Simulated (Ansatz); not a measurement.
Input:

CaF2 (fluorite)

```
CELL_PARAMETERS angstrom
      0.00000     2.75553     2.75553
      2.75553     0.00000     2.75553
      2.75553     2.75553     0.00000
ATOMIC_POSITIONS crystal
  Ca 0.00000 0.00000 0.00000
  F  0.75000 0.75000 0.75000
  F  0.25000 0.25000 0.25000
```

A phonon eigenvector at Γ is frozen into this cell: atom i moves by Q times the vector below, so Q is the largest atomic displacement, in Å. The cell is held. It is one choice among 3 degenerate patterns.

```json
[
 {"atom": "F2", "x": "0.000", "y": "0.000", "z": "-1.000"},
 {"atom": "F3", "x": "0.000", "y": "0.000", "z": "1.000"}
]
```

Atoms not listed stay in place.

All values below come from PBE (plane waves to 420 eV, PAW, scalar-relativistic; Ansatz, a program for electronic structure). k mesh 10×10×10 (Γ-centred), Fermi-Dirac smearing 0.05 eV. E stands for the smeared free energy. CaF2 was relaxed with its symmetry unable to fall. ΔE is measured from the undisplaced structure.

The scan covers Q from -0.100 to 0.100 Å in 13 points.

Q: Is the energy the same for equal positive and negative displacements?

A: Even: the same for both signs.

Q: Which space group does the distorted structure have?

A: Immm (No. 71), lowered from Fm-3m.

Q: What is the energy change at Q = 0.100 Å?

A: 66.8 meV/cell.

Q: What harmonic wavenumber does the curvature at Q = 0 give?

A: 306 cm⁻¹.

(For displaced atoms, the force is minus the slope of the energy, and its curvature is a force constant, which sets phonon frequencies.)
